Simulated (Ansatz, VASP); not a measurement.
**Two plane-wave programs on BAs2**

File INCAR:

```
PREC     = Accurate       # precision mode
ENCUT    = 600            # plane-wave cutoff, eV
EDIFF    = 1E-6           # SCF threshold, eV
ISMEAR   = 0              # smearing method
SIGMA    = 0.1            # smearing width, eV
LREAL    = F              # projectors in reciprocal space
LASPH    = T              # aspherical terms in the spheres
NELM     = 100            # most SCF steps
ALGO     = Normal         # electronic algorithm
ISIF     = 3              # what is computed and relaxed
LWAVE    = F              # write WAVECAR
LCHARG   = F              # write CHGCAR
GGA      = PE             # functional
IBRION   = 2              # ionic algorithm
NSW      = 90             # ionic steps
EDIFFG   = -0.04          # ionic threshold
```

KPOINTS

```
regular mesh
0
Gamma
  4 4 4
```

Contents of POSCAR:

```
BAs2
1.0
   -3.0541129600      3.0541129600      2.8471976600
    3.0541129600     -3.0541129600      2.8471976600
    3.0541129600      3.0541129600     -2.8471976600
B As
2 4
Direct
    0.7776095400      0.7776095400      0.0000000000
    0.2223904600      0.2223904600      0.0000000000
    0.0000000000      0.7445779100      0.7445779100
    0.0000000000      0.2554220900      0.2554220900
    0.7445779100      0.0000000000      0.7445779100
    0.2554220900      0.0000000000      0.2554220900
```

Input for Ansatz:

```yaml
crystal:
  lattice:
    - [-3.05411296, 3.05411296, 2.84719766]
    - [3.05411296, -3.05411296, 2.84719766]
    - [3.05411296, 3.05411296, -2.84719766]
  atoms:
    - { symbol: B, position: [0.77760954, 0.77760954, 0.0] }
    - { symbol: B, position: [0.22239046, 0.22239046, 0.0] }
    - { symbol: As, position: [0.0, 0.74457791, 0.74457791] }
    - { symbol: As, position: [0.0, 0.25542209, 0.25542209] }
    - { symbol: As, position: [0.74457791, 0.0, 0.74457791] }
    - { symbol: As, position: [0.25542209, 0.0, 0.25542209] }
basis:
  ecutwfc: 420
kpoints:
  mp_grid: { grid: [4, 4, 4] }
hamiltonian:
  xc: pbe
scf:
  occupations: { method: gaussian, width: 0.1 }
  lower_state_search: "off"
output:
  forces: true
  stress: true
  eigenvalues: true
relax:
  adjacent_minimum: "off"
  f_tol: 0.04
  max_steps: 70
  cell: { stress_tol: 0.4 }
```

Alike in both runs: task relaxation of cell and atoms; functional PBE; k mesh 4 × 4 × 4; occupations gaussian, width 0.1 eV; no spin polarisation.

|  | VASP | Ansatz |
| --- | --- | --- |
| version | VASP 6.6.1 | Ansatz 0.2.0 |
| potentials or method | VASP PAW PBE potentials, release 64 (B, As) | scalar-relativistic, plane waves, PAW |
| plane-wave cutoff (eV) | 600 | 420 |
| valence electrons in the cell | 26 | 66 |

Ansatz gave:

```
gap on the k mesh at the Fermi level, each at its own relaxed structure (eV) : none
relaxed volume (Å³/atom)                                                     : 19.31
relaxed cell length with the largest relative difference (Å)                 : 5.644
energy change over the relaxation (meV/atom)                                 : -1204
```

Q: Estimate VASP's values.

A: gap on the k mesh at the Fermi level, each at its own relaxed structure (eV): none; relaxed volume (Å³/atom): 18.80; relaxed cell length with the largest relative difference (Å): 5.570; energy change over the relaxation (meV/atom): -1241.

A gap of «none» marks a metal or a gap that the smearing closes. The two sets of potentials don't hold the same shells in valence.

Caveats: the k mesh is coarse (spacing up to 0.38 Å⁻¹), so the values aren't converged.
